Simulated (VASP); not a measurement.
A run of VASP 6.6.1 is set up as follows.

POSCAR

```
InP
1.0
    0.0000000000      2.7750478136      2.7750478136
    2.7750478136      0.0000000000      2.7750478136
    2.7750478136      2.7750478136      0.0000000000
In P
1 1
Direct
    0.0000000000      0.0000000000      0.0000000000
    0.5000000000      0.5000000000      0.5000000000
```

INCAR.step1

```
SYSTEM = InP
ALGO = Normal
EDIFF = 1E-4
ENCUT = 520
GGA = PE
ISMEAR = 0
LASPH = .TRUE.
LCHARG = .FALSE.
LREAL = .FALSE.
LWAVE = .TRUE.
NBANDS = 16
NELM = 100
PREC = Accurate
SIGMA = 0.1
```

Contents of INCAR.step2:

```
SYSTEM = InP
ALGO = Normal
EDIFF = 1E-7
ENCUT = 520
ISIF = 2
ISMEAR = 0
ISTART = 1
LASPH = .TRUE.
LCHARG = .FALSE.
LMIXTAU = .TRUE.
LREAL = .FALSE.
LWAVE = .FALSE.
METAGGA = R2SCAN
NBANDS = 16
NELM = 100
PREC = Accurate
SIGMA = 0.1
```

The input KPOINTS:

```
k-points
0
G
  14 14 14
  0 0 0
```

Potentials or basis: VASP PAW PBE potentials, release 64 (In_d, P).

Launch:

```bash
$ cat potpaw_PBE.64/In_d/POTCAR potpaw_PBE.64/P/POTCAR > POTCAR
$ cp INCAR.step1 INCAR
$ mpirun -np 1 vasp_std > vasp.out
$ cp INCAR.step2 INCAR
$ mpirun -np 1 vasp_std > vasp.out
```

Question: Estimate the pressure.

Answer: -2.3 GPa.

Question: Predict the band gap on the k mesh.

Answer: None (metal or under the smearing width).

Caveat: the PAW data sets were made with another functional, which shifts forces and pressure a little.
